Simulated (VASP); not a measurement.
# MnO (Fm-3m) in VASP: notebook

The runs below take MnO through single point, with PBE0(alpha).

Program: VASP 6.6.1. These are calculated values, not measurements. Logs are shortened: lines on timing, memory, paths and dates and some standing lists are left out, and cuts for length are marked.

### 1 Starting point

It takes space group Fm-3m (No. 225, cubic). The conventional cell has a = 4.444 Å, b = 4.444 Å, c = 4.444 Å, α = 90.00°, β = 90.00°, γ = 90.00°. Mn (site symmetry m-3m) is surrounded by 6 O at 2.22 Å. O (site symmetry m-3m) is surrounded by 6 Mn at 2.22 Å.

### 2 Single point, PBE0(alpha), collinear spin, ferromagnetic start

Contents of POSCAR:

```
MnO
1.0
    0.0000000000      2.2220003300      2.2220003300
    2.2220003300      0.0000000000      2.2220003300
    2.2220003300      2.2220003300      0.0000000000
Mn O
1 1
Direct
    0.0000000000      0.0000000000      0.0000000000
    0.5000000000      0.5000000000      0.5000000000
```

Contents of INCAR.step1:

```
PREC = Accurate ; ENCUT = 520
EDIFF = 1E-5 ; ISMEAR = -1
SIGMA = 0.05 ; LREAL = False
LASPH = True ; NELM = 100
ALGO = Normal ; ISIF = 2
LWAVE = True ; LCHARG = False
ISPIN = 2 ; MAGMOM = 4 0
LORBIT = 11 ; LMAXMIX = 4
NBANDS = 20 ; GGA = PE
```

Contents of INCAR.step2:

```
PREC = Accurate ; ENCUT = 520
EDIFF = 1E-6 ; ISMEAR = -1
SIGMA = 0.05 ; LREAL = False
LASPH = True ; NELM = 100
ALGO = Normal ; ISIF = 2
LWAVE = False ; LCHARG = False
ISPIN = 2 ; MAGMOM = 4 0
LORBIT = 11 ; LMAXMIX = 4
GGA = PE ; LHFCALC = True
AEXX = 0.05 ; PRECFOCK = Fast
HFRCUT = -1 ; NBANDS = 20
ISTART = 1
```

Contents of KPOINTS:

```
Automatic mesh
0
Gamma
  5 5 5
```

Potentials or basis: VASP PAW PBE potentials, release 64 (Mn_pv, O).

The run is started by

```console
$ cat potpaw_PBE.64/Mn_pv/POTCAR potpaw_PBE.64/O/POTCAR > POTCAR
$ cp INCAR.step1 INCAR
$ mpirun -np 1 vasp_std > vasp.out
$ cp INCAR.step2 INCAR
$ mpirun -np 1 vasp_std > vasp.out
```

OUTCAR:

```text
PREC = Accurate
   ENCUT = 520
   EDIFF = 1E-6
   ISMEAR = -1
   LREAL = False
   LASPH = True
   NELM = 100
   ISIF = 2
   ISPIN = 2
   LORBIT = 11
   GGA = PE
   LHFCALC = True
   AEXX = 0.05
   PRECFOCK = Fast
   ISTART = 1

 ion  position               nearest neighbor table
   1  0.000  0.000  0.000-   2 2.22   2 2.22   2 2.22   2 2.22   2 2.22   2 2.22
   2  0.500  0.500  0.500-   1 2.22   1 2.22   1 2.22   1 2.22   1 2.22   1 2.22

  LATTYP: Found a face centered cubic cell.
 ALAT       =     4.4440006600

  Lattice vectors:

 A1 = (   0.0000000000,   2.2220003300,   2.2220003300)
 A2 = (   2.2220003300,   0.0000000000,   2.2220003300)
 A3 = (   2.2220003300,   2.2220003300,   0.0000000000)

Analysis of symmetry for initial positions (statically):
=====================================================================
 Subroutine PRICEL returns:
 Original cell was already a primitive cell.

 Routine SETGRP: Setting up the symmetry group for a
 face centered cubic supercell.

 Subroutine GETGRP returns: Found 48 space group operations
 (whereof 48 operations were pure point group operations)
 out of a pool of 48 trial point group operations.

The static configuration has the point symmetry O_h .

Analysis of symmetry for dynamics (positions and initial velocities):
=====================================================================
 Subroutine PRICEL returns:
 Original cell was already a primitive cell.

 Routine SETGRP: Setting up the symmetry group for a
 face centered cubic supercell.

 Subroutine GETGRP returns: Found 48 space group operations
 (whereof 48 operations were pure point group operations)
 out of a pool of 48 trial point group operations.

The dynamic configuration has the point symmetry O_h .

Analysis of structural, dynamic, and magnetic symmetry:
=====================================================================
 Subroutine PRICEL returns:
 Original cell was already a primitive cell.

 Routine SETGRP: Setting up the symmetry group for a
 face centered cubic supercell.

 Subroutine GETGRP returns: Found 48 space group operations
 (whereof 48 operations were pure point group operations)
 out of a pool of 48 trial point group operations.

The overall configuration has the point symmetry O_h .

 Subroutine INISYM returns: Found 48 space group operations
 (whereof 48 operations are pure point group operations),
 and found     1 'primitive' translations

----------------------------------------------------------------------------------------

                                     Primitive cell

  volume of cell :      21.9413

  direct lattice vectors                    reciprocal lattice vectors
     0.000000000  2.222000330  2.222000330    -0.225022469  0.225022469  0.225022469
     2.222000330  0.000000000  2.222000330     0.225022469 -0.225022469  0.225022469
     2.222000330  2.222000330  0.000000000     0.225022469  0.225022469 -0.225022469

  length of vectors
     3.142383002  3.142383002  3.142383002     0.389750349  0.389750349  0.389750349

  position of ions in fractional coordinates (direct lattice)
     0.000000000  0.000000000  0.000000000
     0.500000000  0.500000000  0.500000000

  ion indices of the primitive-cell ions
   primitive index   ion index
                 1           1
                 2           2

----------------------------------------------------------------------------------------

 KPOINTS: Automatic mesh

Automatic generation of k-mesh.
 Grid dimensions read from file:
 generate k-points for:    5    5    5

 Generating k-lattice:

  Cartesian coordinates                     Fractional coordinates (reciprocal lattice)
    -0.045004494  0.045004494  0.045004494     0.200000000  0.000000000  0.000000000
     0.045004494 -0.045004494  0.045004494     0.000000000  0.200000000  0.000000000
     0.045004494  0.045004494 -0.045004494     0.000000000  0.000000000  0.200000000

  Length of vectors
     0.077950070  0.077950070  0.077950070

  Shift w.r.t. Gamma in fractional coordinates (k-lattice)
     0.000000000  0.000000000  0.000000000

 Subroutine IBZKPT returns following result:
 ===========================================

 Found     10 irreducible k-points:

 Following reciprocal coordinates:
            Coordinates               Weight
  0.000000  0.000000  0.000000      1.000000
  0.200000  0.000000  0.000000      8.000000
  0.400000  0.000000  0.000000      8.000000
  0.200000  0.200000  0.000000      6.000000
  0.400000  0.200000  0.000000     24.000000
 -0.400000  0.200000  0.000000     24.000000
 -0.200000  0.200000  0.000000     12.000000
  0.400000  0.400000  0.000000      6.000000
 -0.400000  0.400000  0.000000     12.000000
 -0.400000  0.400000  0.200000     24.000000
   k-points           NKPTS =     10   k-points in BZ     NKDIM =    125   number of bands    NBANDS=     20
   number of dos      NEDOS =    301   number of ions     NIONS =      2
   total plane-waves  NPLWV =  13824
   dimension x,y,z NGX =    24 NGY =   24 NGZ =   24
   dimension x,y,z NGXF=    48 NGYF=   48 NGZF=   48
   ions per type =               1   1
   NGX,Y,Z   is equivalent  to a cutoff of  12.70, 12.70, 12.70 a.u.
   NGXF,Y,Z  is equivalent  to a cutoff of  25.39, 25.39, 25.39 a.u.
 SYSTEM =  unknown system
   PREC   = accura    normal or accurate (medium, high low for compatibility)
   ISTART =      1    job   : 0-new  1-cont  2-samecut
   ICHARG =      0    charge: 1-file 2-atom 10-const
   ISPIN  =      2    spin polarized calculation?
   LNONCOLLINEAR =      F non collinear calculations
   LSORBIT =      F    spin-orbit coupling
   LASPH  =      T    aspherical Exc in radial PAW
   ENCUT  =  520.0 eV  38.22 Ry    6.18 a.u.   5.84  5.84  5.84*2*pi/ulx,y,z
   NELM   =    100;   NELMIN=  2; NELMDL=  0     # of ELM steps
   EDIFF  = 0.1E-05   stopping-criterion for ELM
   LREAL  =      F    real-space projection
   EDIFFG = 0.1E-04   stopping-criterion for IOM
   NSW    =      0    number of steps for IOM
   IBRION =     -1    ionic relax: 0-MD 1-quasi-New 2-CG
   NFREE  =      0    steps in history (QN), initial steepest desc. (CG)
   ISIF   =      2    stress and relaxation
   ISYM   =      3    0-nonsym 1-usesym 2-fastsym
   POTIM  = 0.5000    time-step for ionic-motion
   TEBEG  =    0.0;   TEEND  =   0.0 temperature during run
   PSTRESS=    0.0 pullay stress
   NELECT =      19.0000    total number of electrons
   NUPDOWN=      -1.0000    fix difference up-down
   EMIN   =  10.00;   EMAX   =-10.00  energy-range for DOS
   EFERMI =   0.00;   METHOD = LEGACY
   ISMEAR =    -1;   SIGMA  =   0.05  broadening in eV -4-tet -1-fermi 0-gaus
   EFERMI_NEDOS =   21; number of points for ismear=-14 and -15
   IALGO  =     38    algorithm
   IMIX   =      1    mixing-type and parameters
     AMIX     =   0.40;   BMIX     =  1.00
     AMIX_MAG =   1.60;   BMIX_MAG =  1.00
  volume/ion in A,a.u.               =      10.97        74.03
  Fermi-wavevector in a.u.,A,eV,Ry     =   1.560409  2.948746 33.128523  2.434878
  Thomas-Fermi vector in A             =   2.663626
   LORBIT       =     11    0 simple, 1 ext, 2 COOP (PROOUT), +10 PAW based schemes
   GGA     = PE    functional components
   LHFCALC =     T    Hartree Fock is set to
   PRECFOCK=fast      Normal, Fast or Accurate (Low or Medium for compatibility)
   ENCUT4O =  -1.0   cutoff for four orbital integrals eV
   NKREDX  =     1    reduce k-point grid by
   NKREDY  =     1    reduce k-point grid by
   NKREDZ  =     1    reduce k-point grid by
   AEXX    =    0.0500 exact exchange contribution
   HFSCREEN=    0.0000 screening length (either q_TF or 0.3 A-1)
   HFSCREENC=   0.0000 screening length for correlation (either q_TF or 0.3 A-1)
   ENCUTFOCK=  -1.0 apply spherical cutoff to Coloumb kernel
   IVDW    =     0    specifies the selected vdW correction
   LEPSILON=     F    determine dielectric tensor
   LRPA    =     F    only Hartree local field effects (RPA)
 spin polarized calculation
  energy-cutoff  :      520.00
  volume of cell :       21.94
 maximum number of plane-waves:       609
  NGX = 14; NGY = 14; NGZ = 14

 number of electron      18.9999992 magnetization       4.9101855

 Free energy of the ion-electron system (eV)
  ---------------------------------------------------
  ext. energy  EPLUGINS =         0.00000000
  ---------------------------------------------------
  free energy    TOTEN  =       -18.15933279 eV

  energy without entropy =      -18.15175381  energy(sigma->0) =      -18.15554330

 E-fermi :   7.2766     XC(G=0): -11.3391

 val. band max:        7.2281001440   @ k =   0.4000   0.0000   0.0000
 cond. band min:       8.0449958007   @ k =  -0.4000   0.4000   0.0000
 fundamental gap:      0.8168956567
 Fermi energy:         7.2766288698

 spin component 1

 k-point     1 :       0.0000    0.0000    0.0000
  band No.  band energies     occupation
      1     -43.8522      1.00000
      2     -43.8522      1.00000
      3     -43.8522      1.00000
      4     -13.2939      1.00000
      5       3.5594      1.00000
      6       3.5594      1.00000
[... 12 lines left out ...]
     19      27.6146      0.00000
[... 190 lines left out ...]
      3     -43.8718      1.00000
      4     -12.2764      1.00000
      5       0.1504      1.00000
      6       1.0977      1.00000
[... 12 lines left out ...]
     19      33.9953      0.00000
     20      34.1417      0.00000
 Fermi energy:         7.2766288698

 spin component 2

 k-point     1 :       0.0000    0.0000    0.0000
  band No.  band energies     occupation
      1     -38.6981      1.00000
      2     -38.6981      1.00000
      3     -38.6981      1.00000
      4     -12.7915      1.00000
      5       4.0316      1.00000
      6       4.0316      1.00000
[... 12 lines left out ...]
     19      30.0185      0.00000
[... 191 lines left out ...]
      4     -11.7894      1.00000
      5       1.0434      1.00000
      6       2.0306      1.00000
[... 12 lines left out ...]
     19      34.9332      0.00000
     20      35.2540      0.00000

------------------------ aborting loop because EDIFF is reached ----------------------------------------

  FORCE on cell =-STRESS in cart. coord.  units (eV):
  Direction    XX          YY          ZZ          XY          YZ          ZX
  --------------------------------------------------------------------------------------
  -------------------------------------------------------------------------------------
  Total        0.3479060      0.3479060      0.3479060     -0.0000000      0.0000000     -0.0000000
  in kB       25.4044740     25.4044740     25.4044740     -0.0000000      0.0000000     -0.0000000
  external PRESSURE =      25.4044740 kB  Pullay stress =       0.0000000 kB

 VOLUME and BASIS-vectors are now :
 -----------------------------------------------------------------------------
  energy-cutoff  :      520.00
  volume of cell :       21.94
      direct lattice vectors                 reciprocal lattice vectors
     0.000000000  2.222000330  2.222000330    -0.225022469  0.225022469  0.225022469
     2.222000330  0.000000000  2.222000330     0.225022469 -0.225022469  0.225022469
     2.222000330  2.222000330  0.000000000     0.225022469  0.225022469 -0.225022469

 POSITION                                       TOTAL-FORCE (eV/Angst)
 -----------------------------------------------------------------------------------
      0.00000      0.00000      0.00000        -0.000000      0.000000      0.000000
      2.22200      2.22200      2.22200         0.000000     -0.000000     -0.000000
 -----------------------------------------------------------------------------------
    total drift:                               -0.000000      0.000000      0.000000

  FREE ENERGIE OF THE ION-ELECTRON SYSTEM (eV)
  ---------------------------------------------------
  free  energy   TOTEN  =       -18.1593327887 eV

  energy  without entropy=      -18.1517538057  energy(sigma->0) =      -18.15554330

 total charge

# of ion       s       p       d       tot
------------------------------------------
    1        0.204   6.178   4.964  11.346
    2        1.560   3.434   0.000   4.994
--------------------------------------------------
tot          1.764   9.612   4.964  16.340

 magnetization (x)

# of ion       s       p       d       tot
------------------------------------------
    1        0.034   0.024   4.393   4.452
    2        0.031   0.185   0.000   0.216
--------------------------------------------------
tot          0.065   0.210   4.393   4.668
```

Wall time 5.1 min (1 thread of Intel Xeon Platinum 8488C (Sapphire Rapids), shared host); peak memory 0.15 GiB.

Results:

* Free energy: -18.1593 eV
* Pressure: 2.5 GPa
* Band gap on the k mesh: none (metal or under the smearing width)
* Net moment: 4.91 μB per cell
* Site moments: Mn +4.45; O +0.22 μB
* Valence electrons inside the program's atomic spheres: Mn 11.35; O 4.99

Caveat: the k mesh is coarse (spacing up to 0.49 Å⁻¹), so the values aren't converged, least of all with exact exchange; the PAW data sets were made with another functional, which shifts forces and pressure a little; a cell with one magnetic atom can't hold antiferromagnetic order, which such compounds often take.

(Continued in part 2 of 2.)
